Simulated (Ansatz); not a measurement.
**ZnCu: restoring forces**

ZnCu is deformed so: atom 2 (Cu) moved by (0.200, 0.000, 0.000) Å. What stress and forces result, by LAPW, PAW and all-electron datasets made for the crystal?

Computed with Ansatz 0.2.0 (DFT PBE, scalar-relativistic, unless a step's input says otherwise).

1 further run of the same task is left out (it didn't finish). Runs told in other sessions of the task aren't counted.

## (1) The structure to begin with

Symmetry: Pm-3m, No. 221, cubic system. Conventional cell: a = 2.945 Å, b = 2.945 Å, c = 2.945 Å, α = 90.00°, β = 90.00°, γ = 90.00°. Around Zn (site symmetry m-3m) lie 8 Cu at 2.55 Å. Cu (site symmetry m-3m) has 8 Zn at 2.55 Å in its first shell of neighbours.

Structure file:

```
Zn Cu
1.0
     2.94500    0.00000    0.00000
     0.00000    2.94500    0.00000
     0.00000    0.00000    2.94500
Zn Cu
1 1
Direct
  0.50000 0.50000 0.50000
  0.00000 0.00000 0.00000
```

Atoms are numbered in the order of the input: Zn1, Cu2.

## (2) After the deformation

Space group Pm-3m before, P4mm after.

## (3) LAPW, all electrons

Contents of input.yaml:

```yaml
crystal:
  lattice:
    - [2.945, 0.0, 0.0]
    - [0.0, 2.945, 0.0]
    - [0.0, 0.0, 2.945]
  atoms:
    - { symbol: Zn, position: [0.5, 0.5, 0.5] }
    - { symbol: Cu, position: [0.0679117148, 0.0, 0.0] }
kpoints:
  mp_grid: { grid: [14, 14, 14] }
scf:
  occupations: { method: fermi_dirac, width: 0.05 }
hamiltonian:
  xc: pbe
  pseudopotentials: { kind: all_electron, lapw: { basis_error: 0.0005 } }
output:
  forces: true
  stress: true
  eigenvalues: true
```

Run with:

```console
$ ansatz run input.yaml --threads 1 --pin off --max-ram 2048MiB --backend cpu --events-out ev --progress --plain --runs-dir out
```

## (4) PAW with frozen cores

Edit input.yaml of step 3 so:

```diff
@@ -14,3 +14,3 @@
   xc: pbe
-  pseudopotentials: { kind: all_electron, lapw: { basis_error: 0.0005 } }
+  pseudopotentials: { kind: paw }
 output:
@@ -19 +19,2 @@
   eigenvalues: true
+  efg: { contact_densities: true }
```

## (5) Datasets made for this crystal

Edit input.yaml of step 4 so:

```diff
@@ -14,3 +14,3 @@
   xc: pbe
-  pseudopotentials: { kind: paw }
+  pseudopotentials: { kind: all_electron, datasets: crystal }
 output:
```

(Steps that only read results are left out.)

Before running it: what results should come out? Wanted: pressure; largest shear or deviatoric stress; force on Cu2 along the move.

As calculated:

| quantity | value |
| --- | --- |
| pressure | LAPW 4.46, PAW 4.46, crystal datasets 4.46 GPa |
| largest shear or deviatoric stress (LAPW) | 1.51 GPa |
| force on Cu2 along the move | -0.958 eV/Å |

What this shows: The force on Cu2 points against the move, a stiffness of 4.79 eV/Å² with all periodic images moving together. No run of the undeformed cell stands beside it, so pressure and stress hold what the given cell had before the change, as far as its symmetry allows. PAW: stress within 0.01 GPa of LAPW, forces within 1 meV/Å. Crystal datasets: stress within 0.01 GPa of LAPW, forces within 1 meV/Å.
